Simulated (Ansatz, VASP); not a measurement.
# Two plane-wave programs on GaS5

```
Ga S
1.0
     6.53089    0.00000    0.00000
    -3.26545    5.65592    0.00000
     0.00000    0.00000    3.30599
Ga S
1 5
Direct
  0.00000 0.00000 0.00000
  0.33333 0.66667 0.00000
  0.66667 0.33333 0.00000
  0.50000 0.00000 0.50000
  0.50000 0.50000 0.50000
  0.00000 0.50000 0.50000
```

Change from the starting cell: species swapped into the CaCu5 type (P6/mmm, No. 191).

Alike in both runs: functional PBE; k mesh 6 × 6 × 10; occupations gaussian, width 0.1 eV; no spin polarisation.

Ansatz relaxed the structure, and its values are those at the end. VASP's run is a single point on that final structure, the one shown.

```csv
,VASP,Ansatz
version,VASP 6.6.1,Ansatz 0.2.0
potentials or method,"VASP PAW PBE potentials, release 64 (Ga_d, S)","scalar-relativistic, plane waves, PAW"
plane-wave cutoff (eV),520,420
valence electrons in the cell,43,43
```

```tsv
	VASP	Ansatz	Ansatz less VASP
gap on the k mesh at the Fermi level (eV)	none	none	-
pressure (GPa)	-0.1	0.0	+0.11
```

A gap of «none» marks a metal or a gap that the smearing closes.
